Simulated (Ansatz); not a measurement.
## ZnCu under changes of volume

One of the cells (12.771 Å³/atom); the others are scaled copies at fixed shape and fractional positions:

```
Zn Cu
1.0
     2.94500    0.00000    0.00000
     0.00000    2.94500    0.00000
     0.00000    0.00000    2.94500
Zn Cu
1 1
Direct
  0.50000 0.50000 0.50000
  0.00000 0.00000 0.00000
```

- Program: Ansatz 0.2.0
- Functional: PBEsol
- Potentials or basis: Ansatz PAW
- Cutoff: 420 eV (not typed: the program's choice for these potentials)
- k mesh: 9 × 9 × 9
- Occupations: fermi-dirac, width 0.05 eV
- Spin: no spin polarisation

```tsv
volume (Å³/atom)	energy over the lowest point (meV/atom)	pressure (GPa)
12.005	3.49	3.8
12.260	0.00	0.7
12.516	1.13	-2.0
12.771	?	?
13.026	15.25	-6.6
13.282	27.32	-8.5
13.537	42.20	-10.1
```

Question: What does the run at 12.771 Å³/atom give?

Answer: Energy over the lowest point 6.38 meV/atom; pressure -4.5 GPa.

Worked out: A Birch-Murnaghan fit of order 3 (a polynomial in V^(-2/3)) to the other rows has its minimum at 12.32 Å³/atom with B0 = V·E''(V) = 136 GPa and B' = 5.0. It gives 6.38 meV/atom at 12.771 Å³/atom, against the run's 6.38, and -dE/dV = -4.5 GPa, against -4.5.

Energies are extrapolated to zero smearing.

Caveats: the PAW data sets come from PBE, with cores solved anew for the run's functional, which leaves a small shift of forces and pressure.
